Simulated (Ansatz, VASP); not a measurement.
**One calculation of Yb, two programs**

```
Yb
1.0
     0.00000    2.61179    2.68361
     2.61179    0.00000    2.68361
     2.61179    2.61179    0.00000
Yb
1
Direct
  0.00000 0.00000 0.00000
```

Change from the starting cell: engineering shear strain xz +0.0000, normal strain along z +0.0275.

Alike in both runs: task single point; functional PBE; k mesh 14 × 14 × 14; occupations gaussian, width 0.15 eV; no spin polarisation.

```csv
,VASP,Ansatz
version,VASP 6.6.1,Ansatz 0.2.0
potentials or method,"VASP PAW PBE potentials, release 64 (Yb)","scalar-relativistic, plane waves, PAW"
plane-wave cutoff (eV),520,420
valence electrons in the cell,24,24
```

Ansatz gave:

```
gap on the k mesh at the Fermi level (eV)       : none
pressure (GPa)                                  : -0.5
largest component of the traceless stress (GPa) : 0.17
```

Question: Which values does VASP return?

Answer: gap on the k mesh at the Fermi level (eV): none; pressure (GPa): -0.9; largest component of the traceless stress (GPa): 0.13.

A gap of «none» marks a metal or a gap that the smearing closes.

Spin-orbit coupling is left out, which matters for the levels of Yb. Spin polarisation is off, so any magnetic state and its effect on volume and gap are missing.
